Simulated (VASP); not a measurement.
Set up this calculation in VASP 6.6.1, as the native input.

* Task: band structure
* Functional: PBE
* Potentials or basis: VASP PAW PBE potentials, release 64 (Ga_d, Cu, Se)
* Cutoff: 520 eV
* k mesh: 8 × 8 × 8
* Occupations: gaussian, width 0.02 eV
* Spin: no spin polarisation
* Further INCAR settings: ALGO = Normal; EDIFF = 1e-06

The structure of GaCuSe2 lies in POSCAR:

```
GaCuSe2
1.0
   -2.8095500000      2.8095500000      5.5130000000
    2.8095500000     -2.8095500000      5.5130000000
    2.8095500000      2.8095500000     -5.5130000000
Ga Cu Se
2 2 4
Direct
    0.5000000000      0.5000000000      0.0000000000
    0.2500000000      0.7500000000      0.5000000000
    0.0000000000      0.0000000000      0.0000000000
    0.7500000000      0.2500000000      0.5000000000
    0.3750000000      0.3756200000      0.5006200000
    0.6243800000      0.1250000000      0.9993800000
    0.8750000000      0.8743800000      0.4993800000
    0.1256200000      0.6250000000      0.0006200000
```

These files were run (other wordings do the same):

INCAR

```
SYSTEM = GaCuSe2
PREC = Accurate ; ENCUT = 520
EDIFF = 1E-6 ; ISMEAR = 0
SIGMA = 0.02 ; LREAL = .FALSE.
LASPH = .TRUE. ; NELM = 60
ALGO = Normal ; ISIF = 2
LWAVE = .FALSE. ; LCHARG = .FALSE.
LMAXMIX = 4 ; GGA = PE
```

KPOINTS

```
Automatic mesh
0
G
  8 8 8
  0 0 0
```

KPOINTS_OPT

```
path GXYSGZS1NPY1Z,XP
15
line-mode
reciprocal
 0.0000000000  0.0000000000  0.0000000000  G
 0.0000000000  0.0000000000  0.5000000000  X

 0.0000000000  0.0000000000  0.5000000000  X
-0.1298576533  0.1298576533  0.5000000000  Y

-0.1298576533  0.1298576533  0.5000000000  Y
-0.3149288266  0.3149288266  0.3149288266  S

-0.3149288266  0.3149288266  0.3149288266  S
 0.0000000000  0.0000000000  0.0000000000  G

 0.0000000000  0.0000000000  0.0000000000  G
 0.5000000000  0.5000000000 -0.5000000000  Z

 0.5000000000  0.5000000000 -0.5000000000  Z
 0.3149288266  0.6850711734 -0.3149288266  S1

 0.3149288266  0.6850711734 -0.3149288266  S1
 0.0000000000  0.5000000000  0.0000000000  N

 0.0000000000  0.5000000000  0.0000000000  N
 0.2500000000  0.2500000000  0.2500000000  P

 0.2500000000  0.2500000000  0.2500000000  P
 0.5000000000  0.5000000000 -0.1298576533  Y1

 0.5000000000  0.5000000000 -0.1298576533  Y1
 0.5000000000  0.5000000000 -0.5000000000  Z

 0.0000000000  0.0000000000  0.5000000000  X
 0.2500000000  0.2500000000  0.2500000000  P
```

Potentials or basis: VASP PAW PBE potentials, release 64 (Ga_d, Cu, Se).

The run is started by

```bash
$ cat potpaw_PBE.64/Ga_d/POTCAR potpaw_PBE.64/Cu/POTCAR potpaw_PBE.64/Se/POTCAR > POTCAR
$ mpirun -np 1 vasp_std > vasp.out
```

Results of the run:

```
Pressure                : 3.0 GPa
Largest force           : 0.380 eV/Å
Band gap on the k mesh  : 0.25 eV, direct
Band gap along the path : 0.25 eV, direct
```

It took 19 min on 1 thread of Intel(R) Xeon(R) 6975P-C (Granite Rapids), with other jobs on the host, peak memory 0.75 GiB.
